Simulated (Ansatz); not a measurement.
**Cu under changes of volume**

One of the cells (11.456 Å³/atom); the others are scaled copies at fixed shape and fractional positions:

```
Cu
1.0
     2.53076    0.00000    0.00000
    -1.26538    2.19171    0.00000
     0.00000    0.00000    8.26182
Cu
4
Direct
  0.66667 0.33333 0.75000
  0.00000 0.00000 0.50000
  0.33333 0.66667 0.25000
  0.00000 0.00000 0.00000
```

This isn't the form of Cu at room conditions, which is fcc.

| Property | Result |
| --- | --- |
| Program | Ansatz 0.2.0 |
| Functional | PBEsol |
| Potentials or basis | Ansatz PAW |
| Cutoff | 420 eV (not typed: the program's choice for these potentials) |
| k mesh | 12 × 12 × 4 |
| Occupations | fermi-dirac, width 0.05 eV |
| Spin | no spin polarisation |

```tsv
volume (Å³/atom)	energy over the lowest point (meV/atom)	pressure (GPa)
10.769	15.32	9.6
10.998	4.78	5.3
11.227	0.00	1.5
11.456	0.34	-1.9
11.686	5.19	-4.9
11.915	14.06	-7.5
12.144	?	?
```

Problem. What does the run at 12.144 Å³/atom give?

Solution. Energy over the lowest point 26.44 meV/atom; pressure -9.8 GPa.

Worked out: A Birch-Murnaghan fit of order 3 (a polynomial in V^(-2/3)) to the other rows has its minimum at 11.32 Å³/atom with B0 = V·E''(V) = 167 GPa and B' = 5.0 at fixed shape and positions, which overstates the stiffness. It gives 26.45 meV/atom at 12.144 Å³/atom, against the run's 26.44, and -dE/dV = -9.8 GPa, against -9.8.

Energies are extrapolated to zero smearing.

Caveats: the PAW data sets come from PBE, with cores solved anew for the run's functional, which leaves a small shift of forces and pressure.
